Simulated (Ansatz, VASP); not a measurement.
# One calculation of MoS2, two programs

The input INCAR:

```
SYSTEM = MoS2
ALGO     = Normal         ! electronic algorithm
EDIFF    = 1E-7           ! SCF threshold, eV
ENCUT    = 520            ! plane-wave cutoff, eV
GGA      = PS             ! functional
ISIF     = 2              ! what is computed and relaxed
ISMEAR   = -1             ! smearing method
LASPH    = .True.         ! aspherical terms in the spheres
LCHARG   = .True.         ! write CHGCAR
LELF     = .True.         ! ELF
LREAL    = .False.        ! projectors in reciprocal space
LVHAR    = .True.       
LWAVE    = .False.        ! write WAVECAR
NBANDS   = 20             ! bands
NELM     = 80             ! most SCF steps
PREC     = Accurate       ! precision mode
SIGMA    = 0.05           ! smearing width, eV
```

KPOINTS

```
k-points
0
Gamma
  8 8 4
  0 0 0
```

File POSCAR:

```
MoS2
1.0
    3.2274645616      0.0000000000      0.0000000000
   -1.6137322808      2.7950663001      0.0000000000
    0.0000000000      0.0000000000      6.4387228884
Mo S
1 2
Direct
    0.0000000000      0.0000000000      0.5000000000
    0.6666666667      0.3333333333      0.7446806800
    0.3333333333      0.6666666667      0.2553193200
```

Contents of input.yaml:

```yaml
crystal:
  lattice:
    - [3.2274645616, 0.0, 0.0]
    - [-1.6137322808, 2.7950663001, 0.0]
    - [0.0, 0.0, 6.4387228884]
  atoms:
    - { symbol: Mo, position: [0.0, 0.0, 0.5] }
    - { symbol: S, position: [0.6666666667, 0.3333333333, 0.74468068] }
    - { symbol: S, position: [0.3333333333, 0.6666666667, 0.25531932] }
hamiltonian:
  xc: pbesol
  pseudopotentials: { kind: paw }
kpoints:
  mp_grid: { grid: [8, 8, 4] }
  band_path:
    path:
      - [[0.0, 0.0, 0.0], [0.5, 0.0, 0.0], [0.3333333333, 0.3333333333, 0.0], [0.0, 0.0, 0.0], [0.0, 0.0, 0.5], [0.5, 0.0, 0.5], [0.3333333333, 0.3333333333, 0.5], [0.0, 0.0, 0.5]]
      - [[0.5, 0.0, 0.5], [0.5, 0.0, 0.0]]
      - [[0.3333333333, 0.3333333333, 0.0], [0.3333333333, 0.3333333333, 0.5]]
    npoints: 14
scf:
  occupations: { method: fermi_dirac, width: 0.05 }
  n_extra_bands: 7
output:
  forces: true
  stress: true
  eigenvalues: true
  fatbands: false
```

Measurements of this composition are mostly on another form, of space group No. 194.

Alike in both runs: functional PBEsol; k mesh 8 × 8 × 4; occupations fermi-dirac, width 0.05 eV; no spin polarisation.

|  | VASP | Ansatz |
| --- | --- | --- |
| version | VASP 6.6.1 | Ansatz 0.2.0 |
| potentials or method | VASP PAW PBE potentials, release 64 (Mo_sv, S) | Ansatz PAW |
| plane-wave cutoff (eV) | 520 | 420 |
| valence electrons in the cell | 26 | 26 |
| task | single point | band structure |

VASP gave:

| Property | Result |
| --- | --- |
| gap on the k mesh at the Fermi level (eV) | none |
| pressure (GPa) | -6.0 |
| largest component of the traceless stress (GPa) | 0.92 |
| rms of the force components (eV/Å) | 0.205 |

Question: Estimate Ansatz's values.

Answer: gap on the k mesh at the Fermi level (eV): none; pressure (GPa): -6.0; largest component of the traceless stress (GPa): 0.90; rms of the force components (eV/Å): 0.208.

Atom by atom the forces differ by 0.003 eV/Å (rms over components). A gap of «none» marks a metal or a gap that the smearing closes. The functional is the same, so the differences come from potentials, cutoffs and numerics.

Caveats: this functional lacks dispersion, which binds the layers, so the pressure and a relaxed spacing across them are unreliable; the PAW data sets were made with another functional, which shifts forces and pressure a little (VASP); the PAW data sets come from PBE, with cores solved anew for the run's functional, which leaves a small shift of forces and pressure (Ansatz).
